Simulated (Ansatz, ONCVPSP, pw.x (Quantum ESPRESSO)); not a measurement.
# What a changed setting does to a pw.x run (bcc Co)

Potential: optimised norm-conserving Vanderbilt (ONCV), ONCVPSP 4.0.1.1 (patched build), PBE; core [Ar], reference 3d7 4s2; waves: 4s: rc 2.60 bohr, ncon 4, nbas 9, qcut 2.6 1/bohr, 2 projectors, debl 3.2 Ha; p scattering state at 0.18 Ha: rc 1.95 bohr, ncon 3, nbas 6, qcut 4.3 1/bohr, 2 projectors, debl 2.8 Ha; 3d: rc 1.45 bohr, ncon 5, nbas 10, qcut 11.6 1/bohr, 2 projectors, debl 2.8 Ha; local part: polynomial inside 1.35 bohr (lpopt 5, dvloc0 0 Ha); core correction: Teter function fitted to the true core (icmod 2), fcfact 0.4.

The reference run (k-mesh 17³, cutoffs 140/560 Ry, Fermi–Dirac 0.01 Ry, mixing_beta 0.4, conv_thr 1e-9, no spin) gives -1.31 GPa at 10.618 Å³/atom, where all-electron LAPW gives -0.22 GPa. This run, with its own iteration cap, changes nspin = 2 with starting_magnetization to 0.2.

```
&control
  calculation='scf', prefix='x', pseudo_dir='./', outdir='./tmp', tstress=.true., disk_io='none'
/
&system
  ibrav=0, nat=1, ntyp=1, ecutwfc=140, ecutrho=560, nbnd=12,
  occupations='smearing', smearing='fd', degauss=0.01, nspin=2, starting_magnetization(1)=0.2
/
&electrons
  conv_thr=1e-09, mixing_beta=0.4, electron_maxstep=60
/
ATOMIC_SPECIES
Co 1.0 Co.UPF
CELL_PARAMETERS angstrom
  -1.38461036 1.38461036 1.38461036
  1.38461036 -1.38461036 1.38461036
  1.38461036 1.38461036 -1.38461036
ATOMIC_POSITIONS crystal
Co 0.0000 0.0000 0.0000
K_POINTS automatic
17 17 17 0 0 0
```

```bash
pw.x < Co.scf.in > Co.scf.out
```

Problem. How does the run end?

Solution. It converges in 12 iterations; the free energy moves by -773.0 meV/atom and the pressure by +17.36 GPa.

```
Message from routine setup:
     using ibrav=0 with symmetry is DISCOURAGED, use correct ibrav instead
     lattice parameter (alat)  =       4.5320  a.u.
     unit-cell volume          =      71.6538 (a.u.)^3
     number of electrons       =         9.00
     number of Kohn-Sham states=           12
     kinetic-energy cutoff     =     140.0000  Ry
     charge density cutoff     =     560.0000  Ry
     scf convergence threshold =      1.0E-09
     Exchange-correlation= PBE
     atomic species   magnetization
     number of k points=   165  Fermi-Dirac smearing, width (Ry)=  0.0100
     iteration #  1     ecut=   140.00 Ry     beta= 0.40
     total energy              =     -62.27226344 Ry
     estimated scf accuracy    <       0.02176495 Ry
     total magnetization       =     1.77 Bohr mag/cell
     absolute magnetization    =     1.77 Bohr mag/cell
     iteration #  2     ecut=   140.00 Ry     beta= 0.40
     total energy              =     -62.28138335 Ry
     estimated scf accuracy    <       0.00936874 Ry
     total magnetization       =     1.78 Bohr mag/cell
     absolute magnetization    =     1.83 Bohr mag/cell
     iteration #  3     ecut=   140.00 Ry     beta= 0.40
     negative rho (up, down):  1.214E-06 0.000E+00
     total energy              =     -62.28092822 Ry
     estimated scf accuracy    <       0.00621505 Ry
     total magnetization       =     1.82 Bohr mag/cell
     absolute magnetization    =     1.90 Bohr mag/cell
     [... 6 iterations left out ...]
     iteration # 10     ecut=   140.00 Ry     beta= 0.40
     total energy              =     -62.29538473 Ry
     estimated scf accuracy    <       0.00000005 Ry
     total magnetization       =     1.96 Bohr mag/cell
     absolute magnetization    =     2.19 Bohr mag/cell
     iteration # 11     ecut=   140.00 Ry     beta= 0.40
     total energy              =     -62.29538475 Ry
     estimated scf accuracy    <       0.00000001 Ry
     total magnetization       =     1.96 Bohr mag/cell
     absolute magnetization    =     2.19 Bohr mag/cell
     iteration # 12     ecut=   140.00 Ry     beta= 0.40
     the Fermi energy is    15.2670 ev
!    total energy              =     -62.29538475 Ry
     estimated scf accuracy    <          1.6E-10 Ry
     smearing contrib. (-TS)   =      -0.00426986 Ry
     The total energy is F=E-TS. E is the sum of the following terms:
     one-electron contribution =       0.55520064 Ry
     hartree contribution      =      11.53493887 Ry
     xc contribution           =     -18.05141735 Ry
     ewald contribution        =     -56.32983706 Ry
     total magnetization       =     1.96 Bohr mag/cell
     absolute magnetization    =     2.19 Bohr mag/cell
     convergence has been achieved in  12 iterations
          total   stress  (Ry/bohr**3)                   (kbar)     P=      160.53
     Message from routine punch:
     Nothing written, as per user request (disk_io='none')
```

The run took about 4.2 min on one core of a shared host (Neoverse-N1, 64 threads, 124 GiB, load 56).
